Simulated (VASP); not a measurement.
# GeSb4Te7 (P-3m1) in VASP: a series of runs

One crystal, GeSb4Te7, is run at these levels: PBE, PBEsol; tasks: relaxation of cell and atoms.

All numbers are computed with VASP 6.6.1; they aren't measurements. Logs are shortened: lines on timing, memory, paths and dates and some standing lists are left out, and cuts for length are marked.

## (1) The structure

Symmetry: P-3m1, No. 164, trigonal system. Conventional cell: a = 4.289 Å, b = 4.289 Å, c = 24.638 Å, α = 90.00°, β = 90.00°, γ = 120.00°. Ge (site symmetry -3m) has 6 Te at 3.00 Å as nearest neighbours. Around Sb (site symmetry 3m) lie 6 Te at 3.01 to 3.18 Å. Sb (site symmetry 3m) has 6 Te at 3.00 to 3.19 Å as nearest neighbours. Around Te (site symmetry 3m) lie 3 Sb at 3.01 Å. Te (site symmetry 3m) has 3 Sb at 3.00 Å as nearest neighbours. Around Te (site symmetry 3m) lie 3 Ge at 3.00 Å and 3 Sb at 3.19 Å. Around Te (site symmetry -3m) lie 6 Sb at 3.18 Å.

The cell is a database's computed one.

## (2) Relaxation of cell and atoms, PBE

Input file INCAR:

```
ALGO = Normal
EDIFF = 1E-6
EDIFFG = -0.01
ENCUT = 300
GGA = PE
IBRION = 2
ISIF = 3
ISMEAR = 0
LASPH = T
LCHARG = F
LREAL = F
LWAVE = F
NELM = 80
NSW = 90
PREC = Accurate
SIGMA = 0.03
```

Input file KPOINTS:

```
k-points
0
Gamma
  5 5 1
```

Input file POSCAR:

```
GeSb4Te7
1.0
    4.2893002584      0.0000000000      0.0000000000
   -2.1446501292      3.7146429882      0.0000000000
    0.0000000000      0.0000000000     24.6377784500
Ge Sb Te
1 4 7
Direct
    0.0000000000      0.0000000000      0.5000000000
    0.6666666700      0.3333333300      0.9188986200
    0.3333333300      0.6666666700      0.3497515000
    0.3333333300      0.6666666700      0.0811013800
    0.6666666700      0.3333333300      0.6502485000
    0.3333333300      0.6666666700      0.8497318700
    0.6666666700      0.3333333300      0.1502681300
    0.0000000000      0.0000000000      0.7189782900
    0.6666666700      0.3333333300      0.4313943000
    0.3333333300      0.6666666700      0.5686057000
    0.0000000000      0.0000000000      0.0000000000
    0.0000000000      0.0000000000      0.2810217100
```

Potentials or basis: VASP PAW PBE potentials, release 64 (Ge, Sb, Te).

The run is started by

```
cat potpaw_PBE.64/Ge/POTCAR potpaw_PBE.64/Sb/POTCAR potpaw_PBE.64/Te/POTCAR > POTCAR
mpirun -np 4 vasp_std > vasp.out
```

OUTCAR:

```text
EDIFF = 1E-6
   EDIFFG = -0.01
   ENCUT = 300
   GGA = PE
   IBRION = 2
   ISIF = 3
   ISMEAR = 0
   LASPH = T
   LREAL = F
   NELM = 80
   NSW = 90
   PREC = Accurate

 ion  position               nearest neighbor table
   1  0.000  0.000  0.500-   9 3.00  10 3.00  10 3.00   9 3.00   9 3.00  10 3.00
   2  0.667  0.333  0.919-   6 3.01   6 3.01   6 3.01  11 3.18  11 3.18  11 3.18
   3  0.333  0.667  0.350-  12 3.00  12 3.00  12 3.00   9 3.19   9 3.19   9 3.19
   4  0.333  0.667  0.081-   7 3.01   7 3.01   7 3.01  11 3.18  11 3.18  11 3.18
   5  0.667  0.333  0.650-   8 3.00   8 3.00   8 3.00  10 3.19  10 3.19  10 3.19
   6  0.333  0.667  0.850-   2 3.01   2 3.01   2 3.01
   7  0.667  0.333  0.150-   4 3.01   4 3.01   4 3.01
   8  0.000  0.000  0.719-   5 3.00   5 3.00   5 3.00
   9  0.667  0.333  0.431-   1 3.00   1 3.00   1 3.00   3 3.19   3 3.19   3 3.19
  10  0.333  0.667  0.569-   1 3.00   1 3.00   1 3.00   5 3.19   5 3.19   5 3.19
  11  0.000  0.000  0.000-   2 3.18   4 3.18   4 3.18   2 3.18   2 3.18   4 3.18
  12  0.000  0.000  0.281-   3 3.00   3 3.00   3 3.00

  LATTYP: Found a hexagonal cell.
 ALAT       =     4.2893002584
 C/A-ratio  =     5.7440088046

  Lattice vectors:

 A1 = (   4.2893002584,   0.0000000000,   0.0000000000)
 A2 = (  -2.1446501292,   3.7146429882,   0.0000000000)
 A3 = (   0.0000000000,   0.0000000000,  24.6377784500)

Analysis of symmetry for initial positions (statically):
=====================================================================
 Subroutine PRICEL returns:
 Original cell was already a primitive cell.

 Routine SETGRP: Setting up the symmetry group for a
 hexagonal supercell.

 Subroutine GETGRP returns: Found 12 space group operations
 (whereof 12 operations were pure point group operations)
 out of a pool of 24 trial point group operations.

The static configuration has the point symmetry D_3d.

Analysis of symmetry for dynamics (positions and initial velocities):
=====================================================================
 Subroutine PRICEL returns:
 Original cell was already a primitive cell.

 Routine SETGRP: Setting up the symmetry group for a
 hexagonal supercell.

 Subroutine GETGRP returns: Found 12 space group operations
 (whereof 12 operations were pure point group operations)
 out of a pool of 24 trial point group operations.

The dynamic configuration has the point symmetry D_3d.

 Subroutine INISYM returns: Found 12 space group operations
 (whereof 12 operations are pure point group operations),
 and found     1 'primitive' translations

----------------------------------------------------------------------------------------

                                     Primitive cell

  volume of cell :     392.5591

  direct lattice vectors                    reciprocal lattice vectors
     4.289300258  0.000000000  0.000000000     0.233138260  0.134602437  0.000000000
    -2.144650129  3.714642988  0.000000000     0.000000000  0.269204875  0.000000000
     0.000000000  0.000000000 24.637778450     0.000000000  0.000000000  0.040588075

  length of vectors
     4.289300258  4.289300258 24.637778450     0.269204875  0.269204875  0.040588075

  position of ions in fractional coordinates (direct lattice)
     0.000000000  0.000000000  0.500000000
     0.666666670  0.333333330  0.918898620
     0.333333330  0.666666670  0.349751500
     0.333333330  0.666666670  0.081101380
     0.666666670  0.333333330  0.650248500
     0.333333330  0.666666670  0.849731870
     0.666666670  0.333333330  0.150268130
     0.000000000  0.000000000  0.718978290
     0.666666670  0.333333330  0.431394300
     0.333333330  0.666666670  0.568605700
     0.000000000  0.000000000  0.000000000
     0.000000000  0.000000000  0.281021710

  ion indices of the primitive-cell ions
   primitive index   ion index
                 1           1
                 2           2
                 3           3
                 4           4
                 5           5
                 6           6
                 7           7
                 8           8
                 9           9
                10          10
                11          11
                12          12

----------------------------------------------------------------------------------------

 KPOINTS: k-points

Automatic generation of k-mesh.
 Grid dimensions read from file:
 generate k-points for:    5    5    1

 Generating k-lattice:

  Cartesian coordinates                     Fractional coordinates (reciprocal lattice)
     0.046627652  0.026920487  0.000000000     0.200000000  0.000000000  0.000000000
     0.000000000  0.053840975  0.000000000     0.000000000  0.200000000  0.000000000
     0.000000000  0.000000000  0.040588075     0.000000000  0.000000000  1.000000000

  Length of vectors
     0.053840975  0.053840975  0.040588075

  Shift w.r.t. Gamma in fractional coordinates (k-lattice)
     0.000000000  0.000000000  0.000000000

 Subroutine IBZKPT returns following result:
 ===========================================

 Found      5 irreducible k-points:

 Following reciprocal coordinates:
            Coordinates               Weight
  0.000000  0.000000  0.000000      1.000000
  0.200000  0.000000  0.000000      6.000000
  0.400000 -0.000000  0.000000      6.000000
  0.200000  0.200000  0.000000      6.000000
  0.400000  0.200000  0.000000      6.000000
   k-points           NKPTS =      5   k-points in BZ     NKDIM =      5   number of bands    NBANDS=     40
   number of dos      NEDOS =    301   number of ions     NIONS =     12
   total plane-waves  NPLWV =  80640
   dimension x,y,z NGX =    24 NGY =   24 NGZ =  140
   dimension x,y,z NGXF=    48 NGYF=   48 NGZF=  280
   ions per type =               1   4   7
   NGX,Y,Z   is equivalent  to a cutoff of   9.30,  9.30,  9.45 a.u.
   NGXF,Y,Z  is equivalent  to a cutoff of  18.60, 18.60, 18.89 a.u.
 SYSTEM =  unknown system
   PREC   = accura    normal or accurate (medium, high low for compatibility)
   ISTART =      0    job   : 0-new  1-cont  2-samecut
   ICHARG =      2    charge: 1-file 2-atom 10-const
   ISPIN  =      1    spin polarized calculation?
   LNONCOLLINEAR =      F non collinear calculations
   LSORBIT =      F    spin-orbit coupling
   LASPH  =      T    aspherical Exc in radial PAW
   ENCUT  =  300.0 eV  22.05 Ry    4.70 a.u.   6.06  6.06 34.80*2*pi/ulx,y,z
   NELM   =     80;   NELMIN=  2; NELMDL= -5     # of ELM steps
   EDIFF  = 0.1E-05   stopping-criterion for ELM
   LREAL  =      F    real-space projection
   EDIFFG = -.1E-01   stopping-criterion for IOM
   NSW    =     90    number of steps for IOM
   IBRION =      2    ionic relax: 0-MD 1-quasi-New 2-CG
   NFREE  =      1    steps in history (QN), initial steepest desc. (CG)
   ISIF   =      3    stress and relaxation
   ISYM   =      2    0-nonsym 1-usesym 2-fastsym
   POTIM  = 0.5000    time-step for ionic-motion
   TEBEG  =    0.0;   TEEND  =   0.0 temperature during run
   PSTRESS=    0.0 pullay stress
   NELECT =      66.0000    total number of electrons
   NUPDOWN=      -1.0000    fix difference up-down
   EMIN   =  10.00;   EMAX   =-10.00  energy-range for DOS
   EFERMI =   0.00;   METHOD = LEGACY
   ISMEAR =     0;   SIGMA  =   0.03  broadening in eV -4-tet -1-fermi 0-gaus
   EFERMI_NEDOS =   21; number of points for ismear=-14 and -15
   IALGO  =     38    algorithm
   IMIX   =      4    mixing-type and parameters
     AMIX     =   0.40;   BMIX     =  1.00
     AMIX_MAG =   1.60;   BMIX_MAG =  1.00
  volume/ion in A,a.u.               =      32.71       220.76
  Fermi-wavevector in a.u.,A,eV,Ry     =   0.903555  1.707471 11.107947  0.816411
  Thomas-Fermi vector in A             =   2.026894
   LORBIT       =      0    0 simple, 1 ext, 2 COOP (PROOUT), +10 PAW based schemes
   GGA     = PE    functional components
   LHFCALC =     F    Hartree Fock is set to
   AEXX    =    0.0000 exact exchange contribution
   IVDW    =     0    specifies the selected vdW correction
   LEPSILON=     F    determine dielectric tensor
   LRPA    =     F    only Hartree local field effects (RPA)
 conjugate gradient relaxation of ions
 non-spin polarized calculation
 Gauss-broadening in eV      SIGMA  =   0.03
  energy-cutoff  :      300.00
  volume of cell :      392.56
 maximum number of plane-waves:      4648
   NGX = 13   NGY = 13   NGZ = 69

--------------------------------------- Ionic step        1  -------------------------------------------

 number of electron      65.9999973 magnetization

 Free energy of the ion-electron system (eV)
  ---------------------------------------------------
  ext. energy  EPLUGINS =         0.00000000
  ---------------------------------------------------
  free energy    TOTEN  =       -44.58879517 eV

  energy without entropy =      -44.58879517  energy(sigma->0) =      -44.58879517

------------------------ aborting loop because EDIFF is reached ----------------------------------------

  FORCE on cell =-STRESS in cart. coord.  units (eV):
  Direction    XX          YY          ZZ          XY          YZ          ZX
  --------------------------------------------------------------------------------------
  -------------------------------------------------------------------------------------
  Total        1.7740134      1.7740134      1.5653223      0.0000000      0.0000000      0.0000000
  in kB        7.2403976      7.2403976      6.3886528      0.0000000      0.0000000      0.0000000
  external PRESSURE =       6.9564826 kB  Pullay stress =       0.0000000 kB
[... 119 lines left out ...]
  FREE ENERGIE OF THE ION-ELECTRON SYSTEM (eV)
  ---------------------------------------------------
  free  energy   TOTEN  =       -44.6012650967 eV

  energy  without entropy=      -44.6012650967  energy(sigma->0) =      -44.60126510

[... ionic steps 4 to 15 ...]

--------------------------------------- Ionic step       16  -------------------------------------------

 number of electron      65.9999971 magnetization

------------------------ aborting loop because EDIFF is reached ----------------------------------------

  FORCE on cell =-STRESS in cart. coord.  units (eV):
  Direction    XX          YY          ZZ          XY          YZ          ZX
  --------------------------------------------------------------------------------------
  -------------------------------------------------------------------------------------
  Total       -0.0064949     -0.0064949      0.0012583      0.0000000      0.0000000     -0.0000000
  in kB       -0.0261204     -0.0261204      0.0050605      0.0000000      0.0000000     -0.0000000
  external PRESSURE =      -0.0157267 kB  Pullay stress =       0.0000000 kB
[... 77 lines left out ...]
  energy  without entropy=      -44.6024160053  energy(sigma->0) =      -44.60241601

--------------------------------------- Ionic step       18  -------------------------------------------

 number of electron      65.9999971 magnetization

 Free energy of the ion-electron system (eV)
  ---------------------------------------------------
  ext. energy  EPLUGINS =         0.00000000
  ---------------------------------------------------
  free energy    TOTEN  =       -44.60243720 eV

  energy without entropy =      -44.60243720  energy(sigma->0) =      -44.60243720

 E-fermi :   5.6177     XC(G=0):  -9.0150

 val. band max:        5.4745477281   @ k =   0.0000   0.0000   0.0000
 cond. band min:       6.0601278714   @ k =   0.0000   0.0000   0.0000
 fundamental gap:      0.5855801433
 Fermi energy:         5.6176573360

 k-point     1 :       0.0000    0.0000    0.0000
  band No.  band energies     occupation
      1      -7.2490      2.00000
      2      -7.1805      2.00000
      3      -6.9958      2.00000
      4      -6.6710      2.00000
      5      -6.2801      2.00000
      6      -5.6088      2.00000
[... 243 lines left out ...]
  FREE ENERGIE OF THE ION-ELECTRON SYSTEM (eV)
  ---------------------------------------------------
  free  energy   TOTEN  =       -44.6024371972 eV

  energy  without entropy=      -44.6024371972  energy(sigma->0) =      -44.60243720

 reached required accuracy - stopping structural energy minimisation
```

It took 73 s on 4 MPI ranks of Intel Xeon 6975P-C (Granite Rapids), shared host; peak memory 0.17 GiB.

What came out:

```yaml
Free_energy: -44.6024 eV
Relaxed_volume: 33.20 Å³/atom
Relaxed_cell: a = 4.313 Å, b = 4.313 Å, c = 24.730 Å, α = 90.00°, β = 90.00°, γ = 120.00°
Space_group_after_relaxing_to_0.05_Å: P-3m1 (No. 164)
Energy_gained_by_relaxing: 1.1 meV/atom
Ionic_steps: 18
Pressure_after_relaxing: 0.0 GPa
Largest_force_after_relaxing: 0.007 eV/Å
Band_gap_on_the_k_mesh: 0.59 eV, direct
```

Forces on the atoms (eV/Å):
```
Ge   0.000  0.000  0.000
Sb   0.000  0.000  0.003
Sb   0.000  0.000  0.007
Sb   0.000  0.000 -0.003
Sb   0.000  0.000 -0.007
Te   0.000  0.000  0.003
Te   0.000  0.000 -0.003
Te   0.000  0.000  0.000
Te   0.000  0.000 -0.001
Te   0.000  0.000  0.001
Te   0.000  0.000  0.000
Te   0.000  0.000  0.000
```

The path:
```csv
step,energy change (eV),largest force (eV/Å),pressure (GPa),volume (Å³)
1,0.0000,0.1095,0.70,392.56
2,-0.0091,0.0941,-0.35,400.68
3,-0.0125,0.0326,0.00,397.85
4,-0.0125,0.0338,-0.01,397.95
5,-0.0129,0.0258,-0.01,398.06
6,-0.0131,0.0225,-0.01,398.21
7,-0.0133,0.0155,-0.01,398.07
8,-0.0133,0.0140,0.05,397.67
9,-0.0133,0.0137,0.04,397.78
10,-0.0134,0.0100,0.03,397.93
11,-0.0134,0.0181,0.00,398.17
12,-0.0135,0.0148,0.00,398.22
13,-0.0136,0.0111,-0.01,398.38
14,-0.0136,0.0202,-0.02,398.69
15,-0.0136,0.0137,-0.02,398.53
16,-0.0136,0.0123,0.00,398.39
17,-0.0136,0.0127,0.01,398.36
18,-0.0136,0.0066,0.02,398.41
```

Final structure:
```xyz
12
Lattice="4.3131 0.0000 0.0000 -2.1565 3.7352 0.0000 0.0000 0.0000 24.7300" Properties=species:S:1:pos:R:3 pbc="T T T"
Ge    0.0000    0.0000   12.3650
Sb    2.1565    1.2451   22.7402
Sb    0.0000    2.4901    8.6448
Sb    0.0000    2.4901    1.9898
Sb    2.1565    1.2451   16.0852
Te    0.0000    2.4901   21.0264
Te    2.1565    1.2451    3.7036
Te    0.0000    0.0000   17.7843
Te    2.1565    1.2451   10.6729
Te    0.0000    2.4901   14.0571
Te    0.0000    0.0000    0.0000
Te    0.0000    0.0000    6.9457
```

Levels at points of the mesh, in eV from the valence-band top:
```tsv
k point	band 31	band 32	band 33	band 34	band 35	band 36
(0.00, 0.00, 0.00)	-0.92	-0.17	0.00	0.59	0.65	0.77
```

Caveat: spin-orbit coupling is left out, which moves the levels of the heavy elements; an odd mesh through Γ misses points on the zone boundary, where band edges often lie; this functional lacks dispersion, which binds the layers, so the pressure and a relaxed spacing across them are unreliable.

(Part 1 of 2 ends here.)
